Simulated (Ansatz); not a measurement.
# Li2Se: the cost of one run

Method: DFT LDA, scalar-relativistic, in Ansatz 0.2.0.

### Step 1. The system as given

It takes space group Fm-3m (No. 225, cubic). The conventional cell has a = 6.005 Å, b = 6.005 Å, c = 6.005 Å, α = 90.00°, β = 90.00°, γ = 90.00°. Li (site symmetry -43m) is surrounded by 4 Se at 2.60 Å. Around Se (site symmetry m-3m) lie 8 Li at 2.60 Å.

Coordinates:

```xyz
3
Lattice="0.0000 3.0025 3.0025 3.0025 0.0000 3.0025 3.0025 3.0025 0.0000" Properties=species:S:1:pos:R:3 pbc="T T T"
Li    1.5012    1.5012    1.5012
Li    4.5038    4.5038    4.5038
Se    0.0000    0.0000    0.0000
```

Structure: COD 1011373, as refined from experiment and not relaxed.

Atoms are numbered in the order of the input: Li1, Li2, Se3.

### Step 2. Volume × 0.94, LAPW

Input file input.yaml:

```yaml
crystal:
  lattice:
    - [0.0, 2.9412072914, 2.9412072914]
    - [2.9412072914, 0.0, 2.9412072914]
    - [2.9412072914, 2.9412072914, 0.0]
  atoms:
    - { symbol: Li, position: [0.25, 0.25, 0.25] }
    - { symbol: Li, position: [0.75, 0.75, 0.75] }
    - { symbol: Se, position: [0.0, 0.0, 0.0] }
kpoints:
  mp_grid: { grid: [9, 9, 9] }
  band_path:
    path:
      - [0.0, 0.0, 0.0]
      - [0.5, 0.0, 0.5]
      - [0.625, 0.25, 0.625]
      - [0.375, 0.375, 0.75]
      - [0.0, 0.0, 0.0]
      - [0.5, 0.5, 0.5]
      - [0.5, 0.25, 0.75]
      - [0.5, 0.0, 0.5]
    npoints: 5
scf:
  occupations: { method: fermi_dirac, width: 0.03 }
hamiltonian:
  xc: lda
  pseudopotentials: { kind: all_electron, lapw: { basis_error: 0.001 } }
output:
  forces: true
  stress: true
  eigenvalues: true
```

Command:

```bash
ansatz run input.yaml --threads 1 --pin off --max-ram 4096MiB --backend cpu --events-out ev --progress --plain --runs-dir out
```

**Question.** How long does this run take on 1 thread of Arm Neoverse V2, shared host, and how much memory does it need?

About 6.2 s, with a peak of 0.26 GiB.
